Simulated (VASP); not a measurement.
# Cu3O2 (I4/mmm) in VASP: equation of state

How stiff is Cu3O2 in PBEsol, and what volume does it want? The cell is scaled to several volumes.

Everything below comes from runs of VASP 6.6.1. Logs are shortened: lines on timing, memory, paths and dates and some standing lists are left out, and cuts for length are marked.

### 1 The crystal as given

It takes space group I4/mmm (No. 139, tetragonal). The conventional cell has a = 4.046 Å, b = 4.046 Å, c = 7.347 Å, α = 90.00°, β = 90.00°, γ = 90.00°. Around Cu (site symmetry 4/mmm) lie 4 O at 2.02 Å. Cu (site symmetry -4m2) has 2 O at 1.84 Å as nearest neighbours. Around O (site symmetry mmm) lie 4 Cu at 1.84 to 2.02 Å.

The cell comes from a database or a generator and needn't be the stable form of this composition.

### 2 Equation of state, PBEsol, 11.31 Å³/atom (volume scaled by 0.94)

INCAR reads:

```
SYSTEM = Cu3O2
  PREC = Accurate
  ENCUT = 520
  EDIFF = 1E-7
  ISMEAR = -1
  SIGMA = 0.05
  LREAL = .FALSE.
  LASPH = .TRUE.
  NELM = 80
  ALGO = Normal
  ISIF = 2
  LWAVE = .FALSE.
  LCHARG = .FALSE.
  GGA = PS
  NBANDS = 30
  KPAR = 2
```

KPOINTS reads:

```
regular mesh
0
G
  9 9 9
  0 0 0
```

POSCAR reads:

```
Cu3O2
1.0
   -1.9816850654      1.9816850654      3.5986241819
    1.9816850654     -1.9816850654      3.5986241819
    1.9816850654      1.9816850654     -3.5986241819
Cu O
3 2
Direct
    0.0000000000      0.0000000000      0.0000000000
    0.7500000000      0.2500000000      0.5000000000
    0.2500000000      0.7500000000      0.5000000000
    0.5000000000      0.0000000000      0.5000000000
    0.0000000000      0.5000000000      0.5000000000
```

Potentials or basis: VASP PAW PBE potentials, release 64 (Cu, O).

Launch:

```console
> cat potpaw_PBE.64/Cu/POTCAR potpaw_PBE.64/O/POTCAR > POTCAR
> mpirun -np 2 vasp_std > vasp.out
```

OUTCAR:

```text
SYSTEM = Cu3O2
   PREC = Accurate
   ENCUT = 520
   EDIFF = 1E-7
   ISMEAR = -1
   LREAL = .FALSE.
   LASPH = .TRUE.
   NELM = 80
   ISIF = 2
   GGA = PS

 Found     75 irreducible k-points:

 Following reciprocal coordinates:
            Coordinates               Weight
  0.000000  0.000000  0.000000      1.000000
  0.111111 -0.000000  0.000000      8.000000
  0.222222  0.000000  0.000000      8.000000
  0.333333  0.000000 -0.000000      8.000000
  0.444444  0.000000  0.000000      8.000000
  0.111111  0.111111  0.000000      8.000000
   k-points           NKPTS =     75   k-points in BZ     NKDIM =     75   number of bands    NBANDS=     30
   number of dos      NEDOS =    301   number of ions     NIONS =      5
   total plane-waves  NPLWV =  46656
   dimension x,y,z NGX =    36 NGY =   36 NGZ =   36
   dimension x,y,z NGXF=    72 NGYF=   72 NGZF=   72
   ions per type =               3   2
   NGX,Y,Z   is equivalent  to a cutoff of  13.12, 13.12, 13.12 a.u.
   NGXF,Y,Z  is equivalent  to a cutoff of  26.24, 26.24, 26.24 a.u.
 SYSTEM =  Cu3O2
   PREC   = accura    normal or accurate (medium, high low for compatibility)
   ISTART =      0    job   : 0-new  1-cont  2-samecut
   ICHARG =      2    charge: 1-file 2-atom 10-const
   ISPIN  =      1    spin polarized calculation?
   LNONCOLLINEAR =      F non collinear calculations
   LSORBIT =      F    spin-orbit coupling
   LASPH  =      T    aspherical Exc in radial PAW
   ENCUT  =  520.0 eV  38.22 Ry    6.18 a.u.   8.48  8.48  8.48*2*pi/ulx,y,z
   NELM   =     80;   NELMIN=  2; NELMDL= -5     # of ELM steps
   EDIFF  = 0.1E-06   stopping-criterion for ELM
   LREAL  =      F    real-space projection
   EDIFFG = 0.1E-05   stopping-criterion for IOM
   NSW    =      0    number of steps for IOM
   IBRION =     -1    ionic relax: 0-MD 1-quasi-New 2-CG
   NFREE  =      0    steps in history (QN), initial steepest desc. (CG)
   ISIF   =      2    stress and relaxation
   ISYM   =      2    0-nonsym 1-usesym 2-fastsym
   POTIM  = 0.5000    time-step for ionic-motion
   TEBEG  =    0.0;   TEEND  =   0.0 temperature during run
   PSTRESS=    0.0 pullay stress
   NELECT =      45.0000    total number of electrons
   NUPDOWN=      -1.0000    fix difference up-down
   EMIN   =  10.00;   EMAX   =-10.00  energy-range for DOS
   EFERMI =   0.00;   METHOD = LEGACY
   ISMEAR =    -1;   SIGMA  =   0.05  broadening in eV -4-tet -1-fermi 0-gaus
   EFERMI_NEDOS =   21; number of points for ismear=-14 and -15
   IALGO  =     38    algorithm
   IMIX   =      4    mixing-type and parameters
     AMIX     =   0.40;   BMIX     =  1.00
     AMIX_MAG =   1.60;   BMIX_MAG =  1.00
  volume/ion in A,a.u.               =      11.31        76.29
  Fermi-wavevector in a.u.,A,eV,Ry     =   1.517250  2.867186 31.321249  2.302047
  Thomas-Fermi vector in A             =   2.626530
   LORBIT       =      0    0 simple, 1 ext, 2 COOP (PROOUT), +10 PAW based schemes
   GGA     = PS    functional components
   LHFCALC =     F    Hartree Fock is set to
   AEXX    =    0.0000 exact exchange contribution
   IVDW    =     0    specifies the selected vdW correction
   LEPSILON=     F    determine dielectric tensor
   LRPA    =     F    only Hartree local field effects (RPA)
 non-spin polarized calculation
  energy-cutoff  :      520.00
  volume of cell :       56.53
 maximum number of plane-waves:      1557
 NGX is ok and might be reduce to    36
   NGX = 17   NGY = 17   NGZ = 17

 number of electron      44.9999992 magnetization

 Free energy of the ion-electron system (eV)
  ---------------------------------------------------
  ext. energy  EPLUGINS =         0.00000000
  ---------------------------------------------------
  free energy    TOTEN  =       -24.97480106 eV

  energy without entropy =      -24.95907291  energy(sigma->0) =      -24.96693698

 E-fermi :   4.9367     XC(G=0): -11.7570

 val. band max:        4.9175326390   @ k =  -0.2222   0.1111  -0.0000
 cond. band min:       4.9426767467   @ k =  -0.3333  -0.3333   0.1111
 fundamental gap:      0.0251441077
 Fermi energy:         4.9366769907

 k-point     1 :       0.0000    0.0000    0.0000
  band No.  band energies     occupation
      1     -14.6501      2.00000
      2     -13.2248      2.00000
      3      -2.1451      2.00000
      4      -1.1221      2.00000
      5      -1.1221      2.00000
      6      -0.4597      2.00000
      7      -0.1354      2.00000
      8       1.5505      2.00000
      9       1.6868      2.00000
     10       1.6868      2.00000
     11       1.7879      2.00000
     12       2.3827      2.00000
     13       2.3827      2.00000
     14       2.5003      2.00000
     15       2.5648      2.00000
     16       2.6498      2.00000
     17       2.8908      2.00000
     18       2.8908      2.00000
     19       3.1843      2.00000
     20       3.3558      2.00000
     21       4.0714      2.00000
     22       4.0714      2.00000
     23       5.3720      0.00033
     24       5.5367      0.00001
     25      10.0898      0.00000
     26      10.0898      0.00000
     27      12.1128      0.00000
     28      12.3079      0.00000
     29      15.9681      0.00000
     30      16.1479      0.00000

 k-point     2 :       0.1111   -0.0000    0.0000
  band No.  band energies     occupation
      1     -14.6002      2.00000
      2     -13.2579      2.00000
      3      -2.1228      2.00000
      4      -1.2301      2.00000
      5      -1.0728      2.00000
      6      -0.6088      2.00000
      7      -0.0311      2.00000
      8       1.4307      2.00000
      9       1.6550      2.00000
     10       1.6631      2.00000
     11       1.7933      2.00000
     12       1.9828      2.00000
     13       2.2881      2.00000
     14       2.5647      2.00000
     15       2.6658      2.00000
     16       2.7742      2.00000
     17       2.9740      2.00000
     18       3.0036      2.00000
     19       3.3149      2.00000
     20       3.3534      2.00000
     21       4.0731      2.00000
     22       4.0875      2.00000
     23       5.2286      0.00581
     24       5.7541      0.00000
     25       9.5791      0.00000
     26      10.2949      0.00000
     27      12.0568      0.00000
     28      13.2682      0.00000
     29      15.5373      0.00000
     30      16.9053      0.00000

 k-point     3 :       0.2222    0.0000    0.0000
  band No.  band energies     occupation
      1     -14.4589      2.00000
      2     -13.3566      2.00000
      3      -2.0558      2.00000
      4      -1.5026      2.00000
      5      -0.9295      2.00000
      6      -0.8983      2.00000
      7       0.1625      2.00000
      8       1.0929      2.00000
      9       1.3740      2.00000
     10       1.6074      2.00000
     11       1.8254      2.00000
     12       1.9644      2.00000
     13       2.2725      2.00000
     14       2.5444      2.00000
     15       2.7315      2.00000
     16       2.7437      2.00000
     17       3.0042      2.00000
     18       3.0850      2.00000
     19       3.2485      2.00000
     20       3.7574      2.00000
     21       4.0657      2.00000
     22       4.1449      2.00000
     23       4.8691      1.58885
     24       6.3460      0.00000
     25       8.9228      0.00000
     26      10.8775      0.00000
     27      12.4465      0.00000
     28      14.0890      0.00000
     29      15.6577      0.00000
     30      16.4990      0.00000

 k-point     4 :       0.3333    0.0000   -0.0000
  band No.  band energies     occupation
      1     -14.2501      2.00000
      2     -13.5170      2.00000
      3      -1.9458      2.00000
      4      -1.8066      2.00000
      5      -1.2063      2.00000
      6      -0.7104      2.00000
      7       0.3679      2.00000
      8       0.6834      2.00000
      9       1.1911      2.00000
     10       1.5615      2.00000
     11       1.8654      2.00000
     12       2.0028      2.00000
     13       2.3456      2.00000
     14       2.4996      2.00000
     15       2.7635      2.00000
     16       2.7808      2.00000
     17       2.9304      2.00000
     18       2.9866      2.00000
     19       3.2931      2.00000
     20       3.8638      2.00000
     21       3.9579      2.00000
     22       4.2354      2.00000
     23       4.6645      1.99138
     24       7.1097      0.00000
     25       8.5543      0.00000
     26      11.7553      0.00000
     27      12.9474      0.00000
     28      13.9981      0.00000
     29      15.2916      0.00000
     30      15.8042      0.00000

 k-point     5 :       0.4444    0.0000    0.0000
  band No.  band energies     occupation
      1     -14.0162      2.00000
      2     -13.7189      2.00000
      3      -2.0032      2.00000
      4      -1.8046      2.00000
      5      -1.4574      2.00000
      6      -0.4831      2.00000
      7       0.3479      2.00000
      8       0.4977      2.00000
      9       1.1787      2.00000
     10       1.5324      2.00000
     11       1.8645      2.00000
     12       1.9738      2.00000
     13       2.4424      2.00000
     14       2.5742      2.00000
     15       2.7480      2.00000
     16       2.7672      2.00000
     17       2.8647      2.00000
     18       2.8883      2.00000
     19       3.3203      2.00000
     20       3.5987      2.00000
     21       3.9431      2.00000
     22       4.3047      1.99999
     23       4.7246      1.97166
     24       7.7373      0.00000
     25       8.3500      0.00000
     26      12.8041      0.00000
     27      13.3148      0.00000
     28      13.6189      0.00000
     29      14.1172      0.00000
     30      15.9143      0.00000

 k-point     6 :       0.1111    0.1111    0.0000
  band No.  band energies     occupation
      1     -14.5278      2.00000
      2     -13.3144      2.00000
      3      -1.9813      2.00000
      4      -1.2891      2.00000
      5      -1.0355      2.00000
      6      -0.9448      2.00000
      7       0.0697      2.00000
      8       1.2004      2.00000
      9       1.5414      2.00000
     10       1.6616      2.00000
     11       1.7737      2.00000
     12       1.9943      2.00000
     13       2.1400      2.00000
     14       2.5621      2.00000
     15       2.6695      2.00000
     16       2.7422      2.00000
     17       3.0271      2.00000
     18       3.2519      2.00000
     19       3.2684      2.00000
     20       3.6332      2.00000
     21       4.0238      2.00000
     22       4.0599      2.00000
     23       5.0879      0.09274
     24       6.1542      0.00000
     25       9.1422      0.00000
     26      10.6437      0.00000
     27      12.0053      0.00000
     28      13.9486      0.00000
     29      15.2803      0.00000
     30      16.8195      0.00000

 [... further k-points ...]

------------------------ aborting loop because EDIFF is reached ----------------------------------------

  FORCE on cell =-STRESS in cart. coord.  units (eV):
  Direction    XX          YY          ZZ          XY          YZ          ZX
  --------------------------------------------------------------------------------------
  -------------------------------------------------------------------------------------
  Total        0.5824421      0.5824421      2.5815763      0.0000000      0.0000000      0.0000000
  in kB       16.5081192     16.5081192     73.1694505      0.0000000      0.0000000      0.0000000
  external PRESSURE =      35.3952296 kB  Pullay stress =       0.0000000 kB

 VOLUME and BASIS-vectors are now :
 -----------------------------------------------------------------------------
  energy-cutoff  :      520.00
  volume of cell :       56.53
      direct lattice vectors                 reciprocal lattice vectors
    -1.981685065  1.981685065  3.598624182     0.000000000  0.252310525  0.138941989
     1.981685065 -1.981685065  3.598624182     0.252310525  0.000000000  0.138941989
     1.981685065  1.981685065 -3.598624182     0.252310525  0.252310525  0.000000000

 POSITION                                       TOTAL-FORCE (eV/Angst)
 -----------------------------------------------------------------------------------
      0.00000      0.00000      0.00000         0.000000     -0.000000     -0.000000
     -0.00000      1.98169      1.79931        -0.000000      0.000000      0.000000
      1.98169     -0.00000      1.79931        -0.000000      0.000000      0.000000
      0.00000      1.98169      0.00000         0.000000     -0.000000     -0.000000
      1.98169      0.00000      0.00000         0.000000     -0.000000     -0.000000
 -----------------------------------------------------------------------------------
    total drift:                                0.000000      0.000000      0.000000

  FREE ENERGIE OF THE ION-ELECTRON SYSTEM (eV)
  ---------------------------------------------------
  free  energy   TOTEN  =       -24.9748010572 eV

  energy  without entropy=      -24.9590729091  energy(sigma->0) =      -24.96693698
```

Run time: 46 s. Hardware: 2 MPI ranks of Intel Xeon 6975P-C (Granite Rapids), shared host; peak memory 0.25 GiB.

What came out:

- Free energy: -24.9748 eV
- Pressure: 3.5 GPa
- Band gap on the k mesh: none (metal or under the smearing width)

Caveat: the PAW data sets were made with another functional, which shifts forces and pressure a little; an odd number of electrons without spin polarisation forces a metal; a magnetic or distorted state may lie lower; the run has no spin polarisation, though such a crystal can be magnetic; semilocal functionals often make such compounds metallic where correlation or magnetic order opens a gap, which also shifts bond lengths.

### 3 Equation of state, PBEsol, 11.55 Å³/atom (volume scaled by 0.96)

INCAR is that of step 2.

KPOINTS is that of step 2.

Edit POSCAR of step 2 so:

```diff
@@ -2,5 +2,5 @@
 1.0
-   -1.9816850654      1.9816850654      3.5986241819
-    1.9816850654     -1.9816850654      3.5986241819
-    1.9816850654      1.9816850654     -3.5986241819
+   -1.9956410538      1.9956410538      3.6239674407
+    1.9956410538     -1.9956410538      3.6239674407
+    1.9956410538      1.9956410538     -3.6239674407
 Cu O
```

Potentials or basis: VASP PAW PBE potentials, release 64 (Cu, O).

Launch:

```console
> cat potpaw_PBE.64/Cu/POTCAR potpaw_PBE.64/O/POTCAR > POTCAR
> mpirun -np 2 vasp_std > vasp.out
```

It took 44 s on 2 MPI ranks of Intel Xeon 6975P-C (Granite Rapids), shared host; peak memory 0.25 GiB.

Results (log left out):

```
Free energy            : -24.9900 eV
Pressure               : 0.2 GPa
Band gap on the k mesh : none (metal or under the smearing width)
```

Caveat: the PAW data sets were made with another functional, which shifts forces and pressure a little; an odd number of electrons without spin polarisation forces a metal; a magnetic or distorted state may lie lower; the run has no spin polarisation, though such a crystal can be magnetic; semilocal functionals often make such compounds metallic where correlation or magnetic order opens a gap, which also shifts bond lengths.

(Continued in part 2 of 2.)
